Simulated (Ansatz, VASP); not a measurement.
Hg: VASP beside Ansatz

Contents of INCAR:

```
SYSTEM = Hg
ALGO = Fast ; EDIFF = 1E-6
ENCUT = 520 ; GGA = PE
ISIF = 2 ; ISMEAR = 0
IVDW = 12 ; LASPH = .True.
LCHARG = .False. ; LREAL = .False.
LWAVE = .False. ; NBANDS = 12
NELM = 100 ; PREC = Accurate
SIGMA = 0.15
```

KPOINTS

```
k-points
0
Gamma
  18 18 18
  0 0 0
```

POSCAR

```
Hg
1.0
   -2.1731797500      2.1731797500      1.8923709000
    2.1731797500     -2.1731797500      1.8923709000
    2.1731797500      2.1731797500     -1.8923709000
Hg
1
Direct
    0.0000000000      0.0000000000      0.0000000000
```

Input for Ansatz:

```yaml
crystal:
  lattice:
    - [-2.17317975, 2.17317975, 1.8923709]
    - [2.17317975, -2.17317975, 1.8923709]
    - [2.17317975, 2.17317975, -1.8923709]
  atoms:
    - { symbol: Hg, position: [0.0, 0.0, 0.0] }
basis:
  ecutwfc: 420
kpoints:
  mp_grid: { grid: [18, 18, 18] }
hamiltonian:
  xc: pbe
  dispersion: d3bj
scf:
  occupations: { method: gaussian, width: 0.15 }
output:
  forces: true
  stress: true
  eigenvalues: true
```

Change from the starting cell: strain +0.050 along x and y, +0.050 along z, atoms carried along.

Alike in both runs: task single point; functional PBE; dispersion D3(BJ); k mesh 18 × 18 × 18; occupations gaussian, width 0.15 eV; no spin polarisation.

```csv
,VASP,Ansatz
version,VASP 6.6.1,Ansatz 0.2.0
potentials or method,"VASP PAW PBE potentials, release 64 (Hg)","scalar-relativistic, plane waves, PAW"
plane-wave cutoff (eV),520,420
valence electrons in the cell,12,20
```

Ansatz gave:

- gap on the k mesh at the Fermi level (eV): none
- pressure (GPa): -1.9
- largest component of the traceless stress (GPa): 0.09

Question: What did VASP give for the same quantities?

Answer: gap on the k mesh at the Fermi level (eV): none; pressure (GPa): -1.8; largest component of the traceless stress (GPa): 0.08.

A gap of «none» marks a metal or a gap that the smearing closes. The two sets of potentials don't hold the same shells in valence.

Caveats: pairwise dispersion overbinds metals, which lowers pressure and volume. The runs have no spin-orbit coupling, so splittings on Hg are missing.
